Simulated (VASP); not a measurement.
Set up this calculation in VASP 6.6.1, as the native input.

* Task: relaxation of cell and atoms
* Functional: LDA
* Potentials or basis: VASP PAW LDA potentials, release 64 (Sn_d, S)
* Cutoff: 600 eV
* k mesh: 9 × 9 × 5
* Occupations: gaussian, width 0.03 eV
* Spin: no spin polarisation
* Target pressure: 1.2 GPa
* Further INCAR settings: ALGO = Normal; EDIFF = 1e-07; IBRION = 2; EDIFFG = -0.005; NSW = 90; ISIF = 3
* Target pressure: 1.2 GPa

The structure of SnS2 (Berndtite-2T) lies in POSCAR:

```
SnS2                                    
1.0
    3.6188368162      0.0000000000     -0.0000000000
   -1.8094184081      3.1340046151     -0.0000000000
    0.0000000000      0.0000000000      5.5504495629
  Sn              S             
     1     2
Direct
     0.0000000000000000    0.0000000000000000    0.0000000000000000
     0.3333333332999970    0.6666666667000030    0.2642695849877325
     0.6666666667000030    0.3333333332999970    0.7357304150122675
```

One way to write it, as run:

INCAR

```
SYSTEM = SnS2
  ALGO = Normal
  EDIFF = 1E-7
  EDIFFG = -0.005
  ENCUT = 600
  IBRION = 2
  ISIF = 3
  ISMEAR = 0
  LASPH = .TRUE.
  LCHARG = .FALSE.
  LREAL = .FALSE.
  LWAVE = .FALSE.
  NELM = 80
  NSW = 90
  PREC = Accurate
  PSTRESS = 12.0
  SIGMA = 0.03
```

KPOINTS

```
k-points
0
G
  9 9 5
  0 0 0
```

Potentials or basis: VASP PAW LDA potentials, release 64 (Sn_d, S).

Run with:

```sh
$ cat potpaw_LDA.64/Sn_d/POTCAR potpaw_LDA.64/S/POTCAR > POTCAR
$ mpirun -np 1 vasp_std > vasp.out
```

It gave:

| Item | Value |
| --- | --- |
| Pressure after relaxing | 1.2 GPa |
| Band gap on the k mesh | 1.01 eV, indirect (least direct gap 1.53 eV) |

Caveat: the relaxation stopped at its first step, so nothing moved; the cell is relaxed towards a set pressure, so the enthalpy falls and the energy may rise; spin-orbit coupling is left out, which moves the levels of the heavy elements; an odd mesh through Γ misses points on the zone boundary, where band edges often lie.

It took 26 s on 1 thread of Intel(R) Xeon(R) 6975P-C (Granite Rapids), with other jobs on the host, peak memory 0.21 GiB.
